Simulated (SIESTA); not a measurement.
The system is CuO.

```
Cu O
1.0
     2.87950    0.00000    0.00000
     0.03907    2.87928    0.00000
     0.01750    0.01724    5.17634
Cu O
2 2
Direct
  0.00000 0.50000 0.00000
  0.50000 0.00000 0.50000
  0.99842 0.00167 0.74989
  0.00158 0.99833 0.25011
```

The cell comes from a database or a generator and needn't be the stable form of this composition.

* Program: SIESTA 5.4.2
* Task: single point
* Functional: PBE
* Potentials or basis: PseudoDojo 0.4 standard (PBE files)
* Basis: DZP (energy shift 0.003 Ry; two zetas on semicore shells)
* Grid cutoff: 800 Ry
* Energy shift: 0.003 Ry
* k mesh: 9 × 9 × 5
* Occupations: fermi-dirac, width 0.05 eV
* Spin: no spin polarisation

On this cell: pressure 7.4 GPa; largest force 0.011 eV/Å; band gap on the k mesh none (metal or under the smearing width).

The same run follows on a disturbed copy (atoms moved at random, drawn with an rms of 0.05 Å):

```
Cu O
1.0
     2.87950    0.00000    0.00000
     0.03907    2.87928    0.00000
     0.01750    0.01724    5.17634
Cu O
2 2
Direct
  0.98699 0.50655 0.99987
  0.48639 0.00099 0.50254
  0.99593 0.99062 0.74703
  0.00004 0.99172 0.25001
```

Q: What changes?

A: The energy (extrapolated to zero smearing) moves by +8.4 meV/atom; pressure 7.7 GPa; largest force 0.736 eV/Å; band gap on the k mesh none (metal or under the smearing width).

Forces in eV/Å, atoms in the order of the input:
```
Cu   0.101 -0.729 -0.015
Cu   0.584 -0.096 -0.346
O   -0.358  0.435  0.312
O   -0.330  0.389  0.048
```

Stress tensor (GPa, compression positive):
```
 7.87  0.17 -0.07
 0.17  7.14 -0.29
-0.07 -0.29  8.00
```

Caveats: short orbitals over semicore shells can move pressures by several GPa; the basis of atomic orbitals isn't converged, which shifts pressures, moduli and gaps; the run has no spin polarisation, though such a crystal can be magnetic; semilocal functionals often make such compounds metallic where correlation or magnetic order opens a gap, which also shifts bond lengths.
